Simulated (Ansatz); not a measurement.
# HfN: the cost of one run

Program: Ansatz 0.2.0. Level of theory: DFT PBE, scalar-relativistic, plane waves, PAW. These are calculated values, not measurements.

1 further run of the same task is left out (set aside as unsound or not needed).

## 1. The system as given

The structure is hexagonal, space group P6/mmm (No. 191). Conventional cell: a = 3.433 Å, b = 3.433 Å, c = 3.970 Å, α = 90.00°, β = 90.00°, γ = 120.00°. Hf (site symmetry 6/mmm) is surrounded by 2 N at 1.98 Å. Around N (site symmetry 6/mmm) lie 2 Hf at 1.98 Å.

Coordinates:

```xyz
2
Lattice="3.4331 0.0000 0.0000 -1.7166 2.9732 0.0000 0.0000 0.0000 3.9696" Properties=species:S:1:pos:R:3 pbc="T T T"
Hf    0.0000    0.0000    1.9848
N     0.0000    0.0000    0.0000
```

The cell was relaxed beforehand at this level, from a generated guess; it is a trial structure. At a tolerance of 0.05 Å it has space group P6/mmm (No. 191); it has 20.26 Å³/atom, an uncorrected energy of +0.63 eV/atom over the elements.

## 2. Static run: bands, density of states and charges

The input, input.yaml:

```yaml
crystal:
  lattice:
    - [3.4331058635, 0.0, 0.0]
    - [-1.7165529318, 2.9731568917, 0.0]
    - [0.0, 0.0, 3.9695801696]
  atoms:
    - { symbol: Hf, position: [0.0, 0.0, 0.5] }
    - { symbol: "N", position: [0.0, 0.0, 0.0] }
basis:
  ecutwfc: 420
kpoints:
  mp_grid: { grid: [18, 18, 14] }
  band_path:
    path:
      - [[0.0, 0.0, 0.0], [0.5, 0.0, 0.0], [0.33333333, 0.33333333, 0.0], [0.0, 0.0, 0.0], [0.0, 0.0, 0.5], [0.5, 0.0, 0.5], [0.33333333, 0.33333333, 0.5], [0.0, 0.0, 0.5]]
      - [[0.5, 0.0, 0.5], [0.5, 0.0, 0.0]]
      - [[0.33333333, 0.33333333, 0.5], [0.33333333, 0.33333333, 0.0]]
    npoints: 14
hamiltonian:
  xc: pbe
scf:
  occupations: { method: gaussian, width: 0.1 }
  n_extra_bands: 6
output:
  forces: true
  stress: true
  eigenvalues: true
  populations: true
  dos: { projected: true, de: 0.02, nscf_kmesh: { grid: [22, 22, 17] } }
  bader: true
  write_density: true
  write_potential: true
  elf: true
  volumetric_format: npy
```

Run with:

```
> ansatz run input.yaml --threads 1 --pin off --max-ram 2560MiB --backend cpu --events-out ev --progress --plain --runs-dir out
```

**Question.** How long does this run take on 1 thread of Arm Neoverse V1, shared host, and how much memory does it need?

About 45 s, with a peak of 0.52 GiB.
